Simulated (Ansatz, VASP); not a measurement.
Two plane-wave programs on As

The input INCAR:

```
  ALGO = Normal
  EDIFF = 1E-6
  ENCUT = 520
  GGA = PE
  ISIF = 2
  ISMEAR = -1
  LASPH = True
  LCHARG = True
  LELF = True
  LREAL = False
  LVHAR = True
  LWAVE = False
  NBANDS = 14
  NELM = 100
  PREC = Accurate
  SIGMA = 0.1
```

KPOINTS

```
k-points
0
Gamma
  8 8 10
```

POSCAR

```
As
1.0
    4.2751640562      0.0000000000      0.0000000000
   -2.1375820281      3.7024006780      0.0000000000
    0.0000000000      0.0000000000      2.4854948962
As
3
Direct
    0.0000000000      0.0000000000      0.0000000000
    0.3333333333      0.6666666667      0.5000000000
    0.6666666667      0.3333333333      0.5000000000
```

Input for Ansatz:

```yaml
crystal:
  lattice:
    - [4.2751640562, 0.0, 0.0]
    - [-2.1375820281, 3.702400678, 0.0]
    - [0.0, 0.0, 2.4854948962]
  atoms:
    - { symbol: As, position: [0.0, 0.0, 0.0] }
    - { symbol: As, position: [0.3333333333, 0.6666666667, 0.5] }
    - { symbol: As, position: [0.6666666667, 0.3333333333, 0.5] }
kpoints:
  mp_grid: { grid: [8, 8, 10] }
  band_path:
    path:
      - [0.0, 0.0, 0.0]
      - [0.5, 0.0, 0.0]
      - [0.3333333333, 0.3333333333, 0.0]
      - [0.0, 0.0, 0.0]
      - [0.0, 0.0, 0.5]
      - [0.5, 0.0, 0.5]
      - [0.3333333333, 0.3333333333, 0.5]
      - [0.0, 0.0, 0.5]
      - [0.5, 0.0, 0.5]
    npoints: 8
scf:
  occupations: { method: fermi_dirac, width: 0.1 }
hamiltonian:
  xc: pbe
  pseudopotentials: { kind: paw }
output:
  forces: true
  stress: true
  eigenvalues: true
  populations: true
  dos: { projected: true, de: 0.2, e_range: [-14, 8] }
```

Change from the starting cell: volume scaled by 0.68, PAW files.

Alike in both runs: task single point; functional PBE; k mesh 8 × 8 × 10; occupations fermi-dirac, width 0.1 eV; no spin polarisation.

```csv
,VASP,Ansatz
version,VASP 6.6.1,Ansatz 0.2.0
potentials or method,"VASP PAW PBE potentials, release 64 (As)","PAW with Ansatz's default frozen-core files, scalar-relativistic"
plane-wave cutoff (eV),520,420
valence electrons in the cell,15,45
```

Ansatz gave:

```
pressure (GPa)                                  : 70.0
largest component of the traceless stress (GPa) : 0.16
```

Estimate VASP's values.

pressure (GPa): 71.5; largest component of the traceless stress (GPa): 0.02.

The two sets of potentials don't hold the same shells in valence.

Caveats: the cell as given lies far from equilibrium; so large a pressure means that the cell lies far from this level's equilibrium, or that cutoff or potentials fall short (VASP).
